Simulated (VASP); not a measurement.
# Hf3B (Pm-3n) in VASP: a series of runs, part 2 of 2

VASP 6.6.1. Earlier steps stand in the parts before.

## (3) Relaxation of cell and atoms, PBE (species swapped into the Mo3Os type (Pm-3n, No. 223))

The input, INCAR:

```
PREC = Accurate
ENCUT = 600
EDIFF = 1E-6
ISMEAR = 0
SIGMA = 0.1
LREAL = F
LASPH = T
NELM = 100
ALGO = Normal
ISIF = 3
LWAVE = F
LCHARG = F
GGA = PE
IBRION = 2
NSW = 90
EDIFFG = -0.04
```

The input, KPOINTS:

```
Automatic mesh
0
Gamma
  4 4 4
```

The input, POSCAR:

```
Hf3B
1.0
    4.9221253200      0.0000000000      0.0000000000
    0.0000000000      4.9221253200      0.0000000000
    0.0000000000      0.0000000000      4.9221253200
Hf B
6 2
Direct
    0.2500000000      0.0000000000      0.5000000000
    0.7500000000      0.0000000000      0.5000000000
    0.0000000000      0.5000000000      0.2500000000
    0.0000000000      0.5000000000      0.7500000000
    0.5000000000      0.7500000000      0.0000000000
    0.5000000000      0.2500000000      0.0000000000
    0.0000000000      0.0000000000      0.0000000000
    0.5000000000      0.5000000000      0.5000000000
```

Potentials or basis: VASP PAW PBE potentials, release 64 (Hf_pv, B).

Run with:

```
> cat potpaw_PBE.64/Hf_pv/POTCAR potpaw_PBE.64/B/POTCAR > POTCAR
> mpirun -np 1 vasp_std > vasp.out
```

OUTCAR:

```text
PREC = Accurate
   ENCUT = 600
   EDIFF = 1E-6
   ISMEAR = 0
   LREAL = F
   LASPH = T
   NELM = 100
   ISIF = 3
   GGA = PE
   IBRION = 2
   NSW = 90
   EDIFFG = -0.04

 ion  position               nearest neighbor table
   1  0.250  0.000  0.500-   2 2.46   2 2.46   8 2.75   7 2.75   8 2.75   7 2.75   4 3.01   5 3.01
                             6 3.01   5 3.01   3 3.01   4 3.01   6 3.01   3 3.01
   2  0.750  0.000  0.500-   1 2.46   1 2.46   8 2.75   7 2.75   8 2.75   7 2.75   4 3.01   5 3.01
                             6 3.01   5 3.01   3 3.01   4 3.01   6 3.01   3 3.01
   3  0.000  0.500  0.250-   4 2.46   4 2.46   8 2.75   7 2.75   7 2.75   8 2.75   1 3.01   5 3.01
                             1 3.01   2 3.01   6 3.01   5 3.01   6 3.01   2 3.01
   4  0.000  0.500  0.750-   3 2.46   3 2.46   8 2.75   7 2.75   7 2.75   8 2.75   1 3.01   5 3.01
                             1 3.01   2 3.01   6 3.01   5 3.01   6 3.01   2 3.01
   5  0.500  0.750  0.000-   6 2.46   6 2.46   8 2.75   8 2.75   7 2.75   7 2.75   3 3.01   1 3.01
                             2 3.01   4 3.01   1 3.01   3 3.01   4 3.01   2 3.01
   6  0.500  0.250  0.000-   5 2.46   5 2.46   8 2.75   8 2.75   7 2.75   7 2.75   3 3.01   1 3.01
                             2 3.01   4 3.01   1 3.01   3 3.01   4 3.01   2 3.01
   7  0.000  0.000  0.000-   1 2.75   2 2.75   3 2.75   4 2.75   5 2.75   6 2.75   1 2.75   2 2.75
                             3 2.75   4 2.75   5 2.75   6 2.75
   8  0.500  0.500  0.500-   1 2.75   2 2.75   3 2.75   4 2.75   5 2.75   6 2.75   5 2.75   6 2.75
                             1 2.75   2 2.75   3 2.75   4 2.75

  LATTYP: Found a simple cubic cell.
 ALAT       =     4.9221253200

  Lattice vectors:

 A1 = (   4.9221253200,   0.0000000000,   0.0000000000)
 A2 = (   0.0000000000,   4.9221253200,   0.0000000000)
 A3 = (   0.0000000000,   0.0000000000,   4.9221253200)

Analysis of symmetry for initial positions (statically):
=====================================================================
 Subroutine PRICEL returns:
 Original cell was already a primitive cell.

 Routine SETGRP: Setting up the symmetry group for a
 simple cubic supercell.

 Subroutine GETGRP returns: Found 48 space group operations
 (whereof 24 operations were pure point group operations)
 out of a pool of 48 trial point group operations.

The static configuration has the point symmetry T_h .
[... 128 lines left out ...]
   EFERMI_NEDOS =   21; number of points for ismear=-14 and -15
   IALGO  =     38    algorithm
   IMIX   =      4    mixing-type and parameters
     AMIX     =   0.40;   BMIX     =  1.00
     AMIX_MAG =   1.60;   BMIX_MAG =  1.00
  volume/ion in A,a.u.               =      14.91       100.59
  Fermi-wavevector in a.u.,A,eV,Ry     =   1.344116  2.540011 24.580943  1.806648
  Thomas-Fermi vector in A             =   2.472136
   LORBIT       =      0    0 simple, 1 ext, 2 COOP (PROOUT), +10 PAW based schemes
   GGA     = PE    functional components
   LHFCALC =     F    Hartree Fock is set to
   AEXX    =    0.0000 exact exchange contribution
   IVDW    =     0    specifies the selected vdW correction
   LEPSILON=     F    determine dielectric tensor
   LRPA    =     F    only Hartree local field effects (RPA)
 conjugate gradient relaxation of ions
 non-spin polarized calculation
 Gauss-broadening in eV      SIGMA  =   0.10
  energy-cutoff  :      600.00
  volume of cell :      119.25
 maximum number of plane-waves:      4012
 NGX is ok and might be reduce to    40
   NGX = 19   NGY = 19   NGZ = 19

--------------------------------------- Ionic step        1  -------------------------------------------

 number of electron      66.0000000 magnetization

 Free energy of the ion-electron system (eV)
  ---------------------------------------------------
  ext. energy  EPLUGINS =         0.00000000
  ---------------------------------------------------
  free energy    TOTEN  =       -68.11456981 eV

  energy without entropy =      -68.07548239  energy(sigma->0) =      -68.09502610

------------------------ aborting loop because EDIFF is reached ----------------------------------------

  FORCE on cell =-STRESS in cart. coord.  units (eV):
  Direction    XX          YY          ZZ          XY          YZ          ZX
  --------------------------------------------------------------------------------------
  -------------------------------------------------------------------------------------
  Total       23.7094250     23.7094250     23.7094250      0.0000000      0.0000000     -0.0000000
  in kB      318.5470618    318.5470618    318.5470618      0.0000000      0.0000000     -0.0000000
  external PRESSURE =     318.5470618 kB  Pullay stress =       0.0000000 kB
[... 113 lines left out ...]
--------------------------------------- Ionic step        4  -------------------------------------------

 number of electron      65.9999995 magnetization

 Free energy of the ion-electron system (eV)
  ---------------------------------------------------
  ext. energy  EPLUGINS =         0.00000000
  ---------------------------------------------------
  free energy    TOTEN  =       -70.14755633 eV

  energy without entropy =      -70.12465442  energy(sigma->0) =      -70.13610537

 E-fermi :   5.1573     XC(G=0): -11.5326

 val. band max:        5.1210303216   @ k =   0.2500   0.2500   0.2500
 cond. band min:       5.2487094288   @ k =   0.2500   0.0000   0.0000
 fundamental gap:      0.1276791072
 Fermi energy:         5.1572656517

 k-point     1 :       0.0000    0.0000    0.0000
  band No.  band energies     occupation
      1     -26.2664      2.00000
      2     -26.2664      2.00000
      3     -26.0677      2.00000
      4     -25.4583      2.00000
      5     -25.4583      2.00000
      6     -25.4583      2.00000
[... 444 lines left out ...]
  FREE ENERGIE OF THE ION-ELECTRON SYSTEM (eV)
  ---------------------------------------------------
  free  energy   TOTEN  =       -70.1475563290 eV

  energy  without entropy=      -70.1246544183  energy(sigma->0) =      -70.13610537

 reached required accuracy - stopping structural energy minimisation
```

OSZICAR:

```text
N       E                     dE             d eps       ncg     rms          rms(c)
DAV:   1     0.319964675509E+03    0.31996E+03   -0.40244E+04   780   0.187E+03
DAV:   2    -0.450800859598E+02   -0.36504E+03   -0.35461E+03   883   0.432E+02
DAV:   3    -0.695781548363E+02   -0.24498E+02   -0.22554E+02  1008   0.628E+01
DAV:   4    -0.704679029497E+02   -0.88975E+00   -0.81771E+00   925   0.100E+01
[... 40 lines left out ...]
DAV:   3    -0.701479960698E+02    0.19488E-02   -0.41436E-03   910   0.302E-01    0.129E-01
DAV:   4    -0.701475817106E+02    0.41436E-03   -0.71063E-04   832   0.140E-01    0.820E-02
DAV:   5    -0.701475495733E+02    0.32137E-04   -0.99078E-05   924   0.475E-02    0.717E-02
DAV:   6    -0.701475569542E+02   -0.73809E-05   -0.15421E-05   790   0.151E-02    0.126E-02
DAV:   7    -0.701475563290E+02    0.62525E-06   -0.71560E-06   719   0.767E-03
   4 F= -.70147556E+02 E0= -.70136105E+02  d E =-.203299E+01
```

CONTCAR:

```text
Hf3B
   1.00000000000000
     5.2303384703621472    0.0000000000000000   -0.0000000000000000
     0.0000000000000000    5.2303384703621472   -0.0000000000000000
    -0.0000000000000000    0.0000000000000000    5.2303384703621472
  Hf              B
     6     2
Direct
     0.2500000000000000    0.0000000000000000    0.5000000000000000
     0.7500000000000000    0.0000000000000000    0.5000000000000000
     0.0000000000000000    0.5000000000000000    0.2500000000000000
     0.0000000000000000    0.5000000000000000    0.7500000000000000
     0.5000000000000000    0.7500000000000000    0.0000000000000000
     0.5000000000000000    0.2500000000000000    0.0000000000000000
     0.0000000000000000    0.0000000000000000    0.0000000000000000
     0.5000000000000000    0.5000000000000000    0.5000000000000000

  0.00000000E+00  0.00000000E+00  0.00000000E+00
  0.00000000E+00  0.00000000E+00  0.00000000E+00
  0.00000000E+00  0.00000000E+00  0.00000000E+00
  0.00000000E+00  0.00000000E+00  0.00000000E+00
  0.00000000E+00  0.00000000E+00  0.00000000E+00
  0.00000000E+00  0.00000000E+00  0.00000000E+00
  0.00000000E+00  0.00000000E+00  0.00000000E+00
  0.00000000E+00  0.00000000E+00  0.00000000E+00
```

It took 2 min on 1 thread of Intel Xeon Platinum 8488C (Sapphire Rapids), shared host; peak memory 0.26 GiB.

What came out:

| Item | Value |
| --- | --- |
| Free energy | -70.1476 eV |
| Relaxed volume | 17.89 Å³/atom |
| Relaxed cell | a = 5.230 Å, b = 5.230 Å, c = 5.230 Å, α = 90.00°, β = 90.00°, γ = 90.00° |
| Space group after relaxing (to 0.05 Å) | Pm-3n (No. 223) |
| Energy gained by relaxing | 254.1 meV/atom |
| Ionic steps | 4 |
| Pressure after relaxing | -0.2 GPa |
| Band gap on the k mesh | none (metal or under the smearing width) |

Step by step:
| step | energy change (eV) | largest force (eV/Å) | pressure (GPa) | volume (Å³) |
| --- | --- | --- | --- | --- |
| 1 | 0.0000 | 0.0000 | 31.85 | 119.25 |
| 2 | 0.2869 | 0.0000 | -17.55 | 178.06 |
| 3 | -2.0299 | 0.0000 | -0.92 | 143.97 |
| 4 | -2.0330 | 0.0000 | -0.17 | 143.08 |

Final structure:
```
Hf B
1.0
     5.23034    0.00000    0.00000
     0.00000    5.23034    0.00000
     0.00000    0.00000    5.23034
Hf B
6 2
Direct
  0.25000 0.00000 0.50000
  0.75000 0.00000 0.50000
  0.00000 0.50000 0.25000
  0.00000 0.50000 0.75000
  0.50000 0.75000 0.00000
  0.50000 0.25000 0.00000
  0.00000 0.00000 0.00000
  0.50000 0.50000 0.50000
```

Caveat: the volume moved by over 15 % at a fixed basis, so the end points are rough.
